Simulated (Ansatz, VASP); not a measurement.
One calculation of KCl, two programs

INCAR

```
SYSTEM = KCl
  PREC = Accurate
  ENCUT = 520
  EDIFF = 1E-6
  ISMEAR = -1
  SIGMA = 0.01
  LREAL = .FALSE.
  LASPH = .TRUE.
  NELM = 100
  ALGO = Normal
  ISIF = 2
  LWAVE = .FALSE.
  LCHARG = .TRUE.
  GGA = PS
  LELF = .TRUE.
  LVHAR = .TRUE.
  NBANDS = 15
```

File KPOINTS:

```
Automatic mesh
0
G
  7 7 7
  0 0 0
```

File POSCAR:

```
KCl
1.0
    3.6580669265      0.0000000000      0.0000000000
    0.0000000000      3.6580669265      0.0000000000
    0.0000000000      0.0000000000      3.6580669265
K Cl
1 1
Direct
    0.0000000000      0.0000000000      0.0000000000
    0.5000000000      0.5000000000      0.5000000000
```

Input for Ansatz:

```yaml
crystal:
  lattice:
    - [3.6580669265, 0.0, 0.0]
    - [0.0, 3.6580669265, 0.0]
    - [0.0, 0.0, 3.6580669265]
  atoms:
    - { symbol: K, position: [0.0, 0.0, 0.0] }
    - { symbol: Cl, position: [0.5, 0.5, 0.5] }
kpoints:
  mp_grid: { grid: [7, 7, 7] }
  band_path:
    path:
      - [0.0, 0.0, 0.0]
      - [0.0, 0.5, 0.0]
      - [0.5, 0.5, 0.0]
      - [0.0, 0.0, 0.0]
      - [0.5, 0.5, 0.5]
      - [0.0, 0.5, 0.0]
      - [0.5, 0.5, 0.5]
      - [0.5, 0.5, 0.0]
    npoints: 5
scf:
  occupations: { method: fermi_dirac, width: 0.01 }
hamiltonian:
  xc: pbesol
  pseudopotentials: { kind: all_electron, lapw: { basis_error: 0.001 } }
output:
  forces: true
  stress: true
  eigenvalues: true
```

Change from the starting cell: volume scaled by 1.02.

Alike in both runs: task single point; functional PBEsol; k mesh 7 × 7 × 7; occupations fermi-dirac, width 0.01 eV; no spin polarisation.

```csv
,VASP,Ansatz
version,VASP 6.6.1,Ansatz 0.2.0
potentials or method,"VASP PAW PBE potentials, release 64 (K_sv, Cl)","all-electron LAPW, scalar-relativistic"
plane-wave cutoff (eV),520,see its input
```

```csv
,VASP,Ansatz,Ansatz less VASP
gap on the k mesh at the Fermi level (eV),5.29,5.30,+0.005
pressure (GPa),1.7,1.7,-0.08
```

Ansatz ran all-electron here, so the differences hold the error of VASP's frozen core and of both bases.

Caveats: the PAW data sets were made with another functional, which shifts forces and pressure a little (VASP); an odd mesh through Γ misses points on the zone boundary, where band edges often lie.
